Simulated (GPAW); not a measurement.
Runs of GPAW 26.7.0 on CoO. It takes space group P6_3mc (No. 186, hexagonal). Conventional cell: a = 3.198 Å, b = 3.198 Å, c = 5.229 Å, α = 90.00°, β = 90.00°, γ = 120.00°. Around Co (site symmetry 3m) lie 4 O at 1.93 to 1.97 Å. O (site symmetry 3m) has 4 Co at 1.93 to 1.97 Å as nearest neighbours. Measurements of this composition are mostly on another form, of space group No. 225.

| task | level | potentials or basis | k mesh | cutoff (eV) | smearing | maxiter | band path | band points | convergence | mesh quality | gap on the mesh (eV) | pressure (GPa) | moment (μB) | largest force (eV/Å) |
| --- | --- | --- | --- | --- | --- | --- | --- | --- | --- | --- | --- | --- | --- | --- |
| single point | LDA | the program's PAW data sets (release 1.2.1) made for this functional, pw | 10 × 10 × 5 | 800 | gaussian 0.05 eV | 150 | - | - | - | not flagged | none | -14.4 | 5.57 | 0.28 |
| band structure | LDA | the program's PAW data sets (release 1.2.1) made for this functional, pw | 6 × 6 × 4 | 800 | fermi-dirac 0.05 eV | 150 | GMKGALHA,LM,KH | 60 | - | coarse | - | -14.4 | (c) | 0.28 |
| band structure | PBEsol | PAW data sets generated in the run's folder for this functional, pw | 6 × 6 × 4 | 800 | fermi-dirac 0.05 eV | 150 | GMKGALHA,LM,KH | 60 | - | coarse | - | -6.3 | 5.77 | (a) |
| single point | LDA | the program's PAW data sets (release 1.2.1) made for this functional, pw | 8 × 8 × 4 | 600 | fermi-dirac 0.05 eV | 120 | - | - | default | not flagged | none | -18.8 | 5.57 | 0.25 |
| single point | PBEsol | PAW data sets generated in the run's folder for this functional, pw | 10 × 10 × 5 | 800 | fermi-dirac 0.05 eV | 150 | - | - | - | not flagged | none | -6.2 | (b) | 0.28 |

Alike in all rows: spin collinear, ferromagnetic start; cell as given.

Task: Fill in the values left out.

Result: (a) 0.29; (b) 5.80; (c) 5.56.

Caveats: some runs use coarse meshes; semilocal functionals often make such compounds metallic where correlation or magnetic order opens a gap, which also shifts bond lengths; the cutoff is short for stress and forces, so pressures can be off by a GPa or more (some runs); so large a pressure means that the cell lies far from this level's equilibrium, or that cutoff or potentials fall short (some runs).

A k mesh can miss the band edges.

A gap of «none» marks a metal or a gap under the smearing width.

Not every run made on this cell is shown here.
